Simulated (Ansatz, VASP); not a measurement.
## Bi in VASP and in Ansatz

```
Bi
1.0
     3.50777    0.00000    0.00000
    -1.75388    3.03781    0.00000
     0.00000    0.00000    5.88849
Bi
2
Direct
  0.33333 0.66667 0.25000
  0.66667 0.33333 0.75000
```

Alike in both runs: functional PBE; k mesh 6 × 6 × 4; occupations gaussian, width 0.1 eV; no spin polarisation.

Ansatz relaxed the structure, and its values are those at the end. VASP's run is a single point on that final structure, the one shown.

```csv
,VASP,Ansatz
version,VASP 6.6.1,Ansatz 0.2.0
potentials or method,"VASP PAW PBE potentials, release 64 (Bi_d)","scalar-relativistic, plane waves, PAW"
plane-wave cutoff (eV),520,420
valence electrons in the cell,30,30
```

|  | VASP | Ansatz | Ansatz less VASP |
| --- | --- | --- | --- |
| gap on the k mesh at the Fermi level (eV) | none | none | - |
| pressure (GPa) | -0.1 | -0.1 | +0.07 |

A gap of «none» marks a metal or a gap that the smearing closes.

Caveats: spin-orbit coupling is left out, which moves the levels of the heavy elements.
